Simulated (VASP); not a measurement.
## Si2Ni: equation of state with PBE

Si2Ni:

```
Ni Si
1.0
     0.00000    2.70300    2.70300
     2.70300    0.00000    2.70300
     2.70300    2.70300    0.00000
Ni Si
1 2
Direct
  0.00000 0.00000 0.00000
  0.75000 0.75000 0.75000
  0.25000 0.25000 0.25000
```

| Item | Value |
| --- | --- |
| Program | VASP 6.6.1 |
| Task | equation of state |
| Functional | PBE |
| Potentials or basis | VASP PAW PBE potentials, release 64 (Ni, Si) |
| Cutoff | 520 eV |
| k mesh | 9 × 9 × 9 |
| Occupations | fermi-dirac, width 0.05 eV |
| Spin | collinear spin, ferromagnetic start |
| Starting moments | [1.0, 0.0, 0.0] μB |
| Further INCAR settings | ALGO = Normal; EDIFF = 1e-07; NBANDS = 20 |

| Property | Result |
| --- | --- |
| Equilibrium volume | 13.50 Å³/atom |
| Bulk modulus | 144 GPa |
| Pressure derivative of the bulk modulus | 3.7 |

Energy against volume, from the lowest point:
```
volume (Å³/atom)  energy (meV/atom)
          12.376              48.20
          12.639              27.30
          12.902              12.65
          13.166               3.72
          13.429               0.00
          13.692               1.03
          13.956               6.37
```

All runs of the series together: 4.7 min on 1 thread of Intel(R) Xeon(R) 6975P-C (Granite Rapids) (shared host).

PBE usually gives volumes a little too large and moduli too small. Zero-point motion and thermal expansion aren't in these numbers.
